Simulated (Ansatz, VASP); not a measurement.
**Si12H5C in VASP and in Ansatz**

```
Si H C
1.0
     7.68059    0.00000    0.00000
     0.00000    7.68059    0.00000
     0.00000    0.00000   22.80875
Si H C
24 10 2
Direct
  0.08187 0.02210 0.67614
  0.11369 0.51424 0.64027
  0.39843 0.03831 0.66397
  0.41821 0.47950 0.66088
  0.01141 0.24624 0.60655
  0.01015 0.78464 0.61397
  0.48229 0.25164 0.59600
  0.49696 0.76148 0.62171
  0.23962 0.24627 0.53708
  0.26151 0.73925 0.55151
  0.75363 0.25235 0.54946
  0.74873 0.75654 0.55754
  0.24656 0.98557 0.48608
  0.25216 0.50311 0.48429
  0.74852 0.99823 0.49125
  0.75250 0.50813 0.49236
  0.99474 0.99597 0.42830
  0.99705 0.50412 0.42831
  0.50115 0.99775 0.42875
  0.50685 0.50171 0.42833
  0.00000 0.25000 0.36916
  0.00000 0.75000 0.36916
  0.50000 0.25000 0.36916
  0.50000 0.75000 0.36916
  0.84897 0.25000 0.32882
  0.15103 0.25000 0.32882
  0.84897 0.75000 0.32882
  0.15103 0.75000 0.32882
  0.34897 0.25000 0.32882
  0.65103 0.25000 0.32882
  0.34897 0.75000 0.32882
  0.65103 0.75000 0.32882
  0.49348 0.10790 0.77332
  0.48992 0.41835 0.77217
  0.46844 0.17248 0.73126
  0.46690 0.34961 0.73076
```

Alike in both runs: functional PBE; k mesh 3 × 3 × 1; occupations gaussian, width 0.05 eV; no spin polarisation.

Ansatz relaxed the structure, and its values are those at the end. VASP's run is a single point on that final structure, the one shown.

```csv
,VASP,Ansatz
version,VASP 6.6.1,Ansatz 0.2.0
potentials or method,"VASP PAW PBE potentials, release 64 (Si, H, C)","scalar-relativistic, plane waves, PAW"
plane-wave cutoff (eV),520,420
valence electrons in the cell,114,114
```

Ansatz gave:

- gap on the k mesh at the Fermi level (eV): 0.52
- least direct gap on the mesh (eV): 0.76
- rms of the force components (eV/Å): 0.075

**Question.** Which values does VASP return?

**Answer.** gap on the k mesh at the Fermi level (eV): 0.52; least direct gap on the mesh (eV): 0.76; rms of the force components (eV/Å): 0.076.

With one functional, cell and mesh, what is left measures potentials, basis and numerics. Ansatz warned: «xc_potential_rough_in_thin_density».

Expect the measured gap to be larger: semilocal functionals such as PBE lack the derivative discontinuity.
